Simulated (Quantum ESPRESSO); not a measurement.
Runs of Quantum ESPRESSO 7.5 on SnSe. It takes space group Fm-3m (No. 225, cubic). The conventional cell has a = 6.020 Å, b = 6.020 Å, c = 6.020 Å, α = 90.00°, β = 90.00°, γ = 90.00°. Sn (site symmetry m-3m) is surrounded by 6 Se at 3.01 Å. Se (site symmetry m-3m) has 6 Sn at 3.01 Å as nearest neighbours. Measurements of this composition are mostly on another form, of space group No. 62.

```csv
task,level,potentials or basis,cell,k mesh,cutoff (eV),form of the LDA correlation,pressure (GPa)
band structure,LDA,PseudoDojo 0.4.1 SR LDA standard,as given,8 × 8 × 8,1170,PW92,-3.4
single point,PBEsol,GBRV 1.5 PBEsol,as given,8 × 8 × 8,925,-,(a)
dielectric tensor,PBEsol,GBRV 1.5 PBEsol,as given,"6 × 6 × 6, shifted",925,-,-1.9
dielectric tensor,LDA,GBRV 1.5 LDA,as given,"6 × 6 × 6, shifted",925,PZ81,-3.3
band structure,PBEsol,PseudoDojo 0.4.1 SR PBEsol standard,as given,8 × 8 × 8,1170,-,-1.9
```

Alike in all rows: no spin polarisation; smearing fermi-dirac 0.05 eV.

Task: Estimate the missing entries.

Result: (a) -2.1.

Caveats: the cell is more than 3 GPa from zero pressure, which shifts response properties (some runs).

Not every run made on this cell is shown here.
